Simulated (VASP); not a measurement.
# Si7W4 (a cell with a defect) in VASP: a series of runs

Runs on Si7W4 (a cell with a defect). Level: PBEsol. Tasks: single point.

Program: VASP 6.6.1. These are calculated values, not measurements. Logs are shortened: lines on timing, memory, paths and dates and some standing lists are left out, and cuts for length are marked.

## Step 1: The cell of the first run

The cell holds a defect, 11 atoms: a = 9.032 Å, b = 4.516 Å, c = 9.032 Å, α = 138.45°, β = 138.45°, γ = 60.21°.

## Step 2: Single point, PBEsol (hop of Si into the vacancy)

INCAR

```
PREC = Accurate ; ENCUT = 520
EDIFF = 1E-7 ; ISMEAR = 0
SIGMA = 0.05 ; LREAL = F
LASPH = T ; NELM = 100
ALGO = Fast ; ISIF = 2
LWAVE = F ; LCHARG = T
GGA = PS ; LELF = T
LVHAR = T ; NBANDS = 53
```

KPOINTS

```
Automatic mesh
0
Gamma
  5 5 5
```

POSCAR

```
Si7W4
1.0
   -3.2034200408      3.2034200408      7.8134584989
    1.6017100204     -1.6017100204      3.9067292494
    3.2034200408      3.2034200408     -7.8134584989
Si W
7 4
Direct
    0.1717248161      0.3428137493      0.0100313102
    0.3269073995      0.6521600051     -0.0147403398
    0.1967336978      0.4010942444      0.4999999936
    0.6616934868      0.3227511035     -0.0100313102
    0.8416477202      0.6816406592      0.0147403398
    0.6582739803      0.3350157357      0.4999999936
    0.8436303629      0.6671241348      0.4999999936
   -0.0103833236      0.0202701192      0.4999999936
   -0.0078455640     -0.0149541033      0.9830657422
    0.5105501547     -0.0097673126      0.4999999936
    0.5090886619      0.0189143613      1.0169342323
```

Potentials or basis: VASP PAW PBE potentials, release 64 (Si, W_sv).

Started as:

```bash
> cat potpaw_PBE.64/Si/POTCAR potpaw_PBE.64/W_sv/POTCAR > POTCAR
> mpirun -np 1 vasp_std > vasp.out
```

OUTCAR:

```text
PREC = Accurate
   ENCUT = 520
   EDIFF = 1E-7
   ISMEAR = 0
   LREAL = F
   LASPH = T
   NELM = 100
   ISIF = 2
   GGA = PS

 ion  position               nearest neighbor table
   1  0.172  0.343  0.010-   9 2.59  10 2.60   5 2.61   2 2.61   7 2.61   2 2.62  11 2.62   9 2.63
                             8 2.65   6 3.14
   2  0.327  0.652  0.985-   8 2.56   4 2.61  11 2.61   1 2.61  11 2.61   9 2.62   1 2.62   6 2.64
                            10 2.65   3 2.84   7 3.13
   3  0.197  0.401  0.500-   8 2.47  11 2.48   9 2.48  10 2.50   7 2.79   2 2.84   5 2.84   8 3.11

   4  0.662  0.323  0.990-  11 2.59  10 2.60   2 2.61   5 2.61   7 2.61   5 2.62   9 2.62  11 2.63
                             8 2.65   6 3.14
   5  0.842  0.682  0.015-   8 2.56   1 2.61   9 2.61   4 2.61   9 2.61  11 2.62   4 2.62   6 2.64
                            10 2.65   3 2.84   7 3.13
   6  0.658  0.335  0.500-  10 2.50  10 2.57  11 2.58   9 2.58   8 2.60   7 2.62   2 2.64   5 2.64
                             7 2.75   1 3.14   4 3.14
   7  0.844  0.667  0.500-   8 2.52   8 2.54   9 2.58  11 2.58  10 2.61   4 2.61   1 2.61   6 2.62
                             6 2.75   3 2.79   5 3.13   2 3.13
   8  0.990  0.020  0.500-   3 2.47   7 2.52   7 2.54   5 2.56   2 2.56   6 2.60   1 2.65   4 2.65
                             9 3.08  11 3.08   3 3.11  11 3.32   9 3.32
   9  0.992  0.985  0.983-   3 2.48   7 2.58   6 2.58   1 2.59   5 2.61   5 2.61   2 2.62   4 2.62
                             1 2.63   8 3.08  10 3.10  10 3.31   8 3.32
  10  0.511  0.990  0.500-   3 2.50   6 2.50   6 2.57   1 2.60   4 2.60   7 2.61   5 2.65   2 2.65
                             9 3.10  11 3.10  11 3.31   9 3.31
  11  0.509  0.019  0.017-   3 2.48   7 2.58   6 2.58   4 2.59   2 2.61   2 2.61   5 2.62   1 2.62
                             4 2.63   8 3.08  10 3.10  10 3.31   8 3.32

  LATTYP: Found a base centered monoclinic cell.
 ALAT       =     9.0318289194
 B/A-ratio  =     1.0031899648
 C/A-ratio  =     0.5000000000
 COS(beta)  =    -0.4968049473

  Lattice vectors:

 A1 = (  -1.6017100204,  -4.8051300612,  -3.9067292494)
 A2 = (   4.8051300612,   1.6017100204,  -3.9067292495)
 A3 = (   1.6017100204,  -1.6017100204,   3.9067292494)

Analysis of symmetry for initial positions (statically):
=====================================================================
 Subroutine PRICEL returns:
 Original cell was already a primitive cell.

 Routine SETGRP: Setting up the symmetry group for a
 base centered monoclinic supercell.

 Subroutine GETGRP returns: Found  2 space group operations
 (whereof  1 operations were pure point group operations)
 out of a pool of  4 trial point group operations.

The static configuration has the point symmetry C_1 .
[... 149 lines left out ...]
   EFERMI_NEDOS =   21; number of points for ismear=-14 and -15
   IALGO  =     68    algorithm
   IMIX   =      4    mixing-type and parameters
     AMIX     =   0.40;   BMIX     =  1.00
     AMIX_MAG =   1.60;   BMIX_MAG =  1.00
  volume/ion in A,a.u.               =      14.58        98.38
  Fermi-wavevector in a.u.,A,eV,Ry     =   1.319677  2.493827 23.695182  1.741547
  Thomas-Fermi vector in A             =   2.449558
   LORBIT       =      0    0 simple, 1 ext, 2 COOP (PROOUT), +10 PAW based schemes
   GGA     = PS    functional components
   LHFCALC =     F    Hartree Fock is set to
   AEXX    =    0.0000 exact exchange contribution
   IVDW    =     0    specifies the selected vdW correction
   LEPSILON=     F    determine dielectric tensor
   LRPA    =     F    only Hartree local field effects (RPA)
 non-spin polarized calculation
 RMM-DIIS sequential band-by-band and
 Gauss-broadening in eV      SIGMA  =   0.05
  energy-cutoff  :      520.00
  volume of cell :      160.36
 maximum number of plane-waves:      4341
 NGX is ok and might be reduce to    70
   NGX = 33   NGY = 17   NGZ = 33

 number of electron      84.0000001 magnetization

 Free energy of the ion-electron system (eV)
  ---------------------------------------------------
  ext. energy  EPLUGINS =         0.00000000
  ---------------------------------------------------
  free energy    TOTEN  =       -97.18197657 eV

  energy without entropy =      -97.17774483  energy(sigma->0) =      -97.17986070

 E-fermi :  10.0777     XC(G=0): -12.2401

 val. band max:       10.0438735752   @ k =  -0.4000  -0.2000   0.2000
 cond. band min:      10.0881932227   @ k =  -0.2000   0.2000  -0.0000
 fundamental gap:      0.0443196475
 Fermi energy:        10.0776808954

 k-point     1 :       0.0000    0.0000    0.0000
  band No.  band energies     occupation
      1     -63.3229      2.00000
      2     -63.3214      2.00000
      3     -63.2839      2.00000
      4     -63.2312      2.00000
      5     -27.7485      2.00000
      6     -27.7239      2.00000
[... 1333 lines left out ...]
     52      14.1007      0.00000
     53      14.2741      0.00000

 [... further k-points ...]

------------------------ aborting loop because EDIFF is reached ----------------------------------------

  FORCE on cell =-STRESS in cart. coord.  units (eV):
  Direction    XX          YY          ZZ          XY          YZ          ZX
  --------------------------------------------------------------------------------------
  -------------------------------------------------------------------------------------
  Total       -2.7251144     -2.7251144      5.0046519     -0.3027744     -0.3921523      0.3921524
  in kB      -27.2266519    -27.2266519     50.0015399     -3.0250227     -3.9179985      3.9179991
  external PRESSURE =      -1.4839213 kB  Pullay stress =       0.0000000 kB

 VOLUME and BASIS-vectors are now :
 -----------------------------------------------------------------------------
  energy-cutoff  :      520.00
  volume of cell :      160.36
      direct lattice vectors                 reciprocal lattice vectors
    -3.203420041  3.203420041  7.813458499     0.000000000  0.156083184  0.063992149
     1.601710020 -1.601710020  3.906729249     0.312166368  0.000000000  0.127984298
     3.203420041  3.203420041 -7.813458499     0.156083184  0.156083184  0.000000000

 POSITION                                       TOTAL-FORCE (eV/Angst)
 -----------------------------------------------------------------------------------
      0.03112      0.03315      2.60267        -0.042616     -0.026129      0.157910
      3.15355      3.15885     -2.59620        -0.019406      0.010605      0.127655
      1.61393      1.58949     -0.80259         0.032339     -0.032339     -1.617590
      1.56856      4.77401     -1.30406         0.026129      0.042616      0.157910
     -1.55714      1.65158      9.12399        -0.010605      0.019406      0.127655
      0.02958      3.17384      2.54548        -0.011967      0.011967      0.244559
     -0.03225      3.23567      5.29121         0.007588     -0.007588      0.078021
     -1.53598      4.73940      3.90479        -0.064124      0.064124      0.288906
      1.54864      4.74970      3.91932         0.080419      0.073469      0.150382
      1.55227      1.65115      3.95100         0.075711     -0.075711      0.134210
     -1.54628      1.65478      3.91932        -0.073469     -0.080419      0.150382
 -----------------------------------------------------------------------------------
    total drift:                               -0.000181     -0.000161     -0.000185

  FREE ENERGIE OF THE ION-ELECTRON SYSTEM (eV)
  ---------------------------------------------------
  free  energy   TOTEN  =       -97.1819765738 eV

  energy  without entropy=      -97.1777448294  energy(sigma->0) =      -97.17986070
```

Run time: 7.6 min. Hardware: 1 thread of Intel Xeon 6975P-C (Granite Rapids), shared host; peak memory 0.57 GiB.

What came out:

```
Free energy            : -97.1820 eV
Pressure               : -0.1 GPa
Largest force          : 1.618 eV/Å
Band gap on the k mesh : none (metal or under the smearing width)
```

Forces on the atoms (eV/Å):
```
Si  -0.043 -0.026  0.158
Si  -0.019  0.011  0.128
Si   0.032 -0.032 -1.618
Si   0.026  0.043  0.158
Si  -0.011  0.019  0.128
Si  -0.012  0.012  0.245
Si   0.008 -0.008  0.078
W   -0.064  0.064  0.289
W    0.080  0.073  0.150
W    0.076 -0.076  0.134
W   -0.073 -0.080  0.150
```

Levels at points of the mesh, in eV from the Fermi level:
| k point | band 40 | band 41 | band 42 | band 43 | band 44 | band 45 |
| --- | --- | --- | --- | --- | --- | --- |
| (0.00, 0.00, 0.00) | -0.90 | -0.40 | 0.27 | 0.44 | 1.37 | 3.02 |

Caveat: the k mesh is coarse (spacing up to 0.42 Å⁻¹), so the values aren't converged; the PAW data sets were made with another functional, which shifts forces and pressure a little.

## Step 3: Single point, PBEsol (hop of Si into the vacancy)

INCAR

```
  ALGO = Fast
  EDIFF = 1E-6
  ENCUT = 520
  GGA = PS
  ISIF = 2
  ISMEAR = 0
  LASPH = True
  LCHARG = False
  LREAL = False
  LWAVE = False
  NBANDS = 53
  NELM = 100
  PREC = Accurate
  SIGMA = 0.05
```

KPOINTS

```
k-points
0
Gamma
  5 5 5
```

POSCAR

```
Si7W4
1.0
   -3.2034200408      3.2034200408      7.8134584989
    1.6017100204     -1.6017100204      3.9067292494
    3.2034200408      3.2034200408     -7.8134584989
Si W
7 4
Direct
    0.1737479493      0.3491937716      0.0149485548
    0.3275776299      0.6561554409     -0.0137159659
    0.2769768571      0.5528430263      0.4999999936
    0.6587993754      0.3192966364     -0.0149485548
    0.8412935767      0.6835873471      0.0137159659
    0.6558504840      0.3335950812      0.4999999936
    0.8441494116      0.6697218154      0.4999999936
   -0.0133019526      0.0189417923      0.4999999936
   -0.0113928795     -0.0220805753      0.9771480044
    0.5152500917     -0.0188508094      0.4999999936
    0.5114590842      0.0236233650      1.0228519702
```

Potentials or basis: VASP PAW PBE potentials, release 64 (Si, W_sv).

Started as:

```bash
> cat potpaw_PBE.64/Si/POTCAR potpaw_PBE.64/W_sv/POTCAR > POTCAR
> mpirun -np 1 vasp_std > vasp.out
```

It took 6 min on 1 thread of Intel Xeon 6975P-C (Granite Rapids), shared host; peak memory 0.56 GiB.

Results (log left out):

* Free energy: -96.5681 eV
* Pressure: 3.4 GPa
* Largest force: 1.103 eV/Å
* Band gap on the k mesh: none (metal or under the smearing width)

Forces on the atoms (eV/Å):
```
Si   0.026  0.008 -0.100
Si  -0.005 -0.012 -0.102
Si  -0.006  0.006  1.103
Si  -0.008 -0.026 -0.100
Si   0.012  0.005 -0.102
Si   0.005 -0.005 -0.086
Si   0.001 -0.001 -0.136
W   -0.012  0.012 -0.090
W    0.009  0.016 -0.119
W   -0.006  0.006 -0.149
W   -0.016 -0.009 -0.119
```

Stress tensor (GPa, compression positive):
```
 1.32 -0.62  0.46
-0.62  1.32 -0.46
 0.46 -0.46  7.54
```

Levels at points of the mesh, in eV from the Fermi level:
```
           k point  band 38  band 39  band 40  band 41  band 42  band 43  band 44  band 45  band 46  band 47
(0.00, 0.00, 0.00)    -1.47    -1.46    -1.07    -0.63     0.23     0.45     1.11     2.63     2.69     3.38
```

Caveat: the k mesh is coarse (spacing up to 0.42 Å⁻¹), so the values aren't converged; the PAW data sets were made with another functional, which shifts forces and pressure a little.

(Part 1 of 2 ends here.)
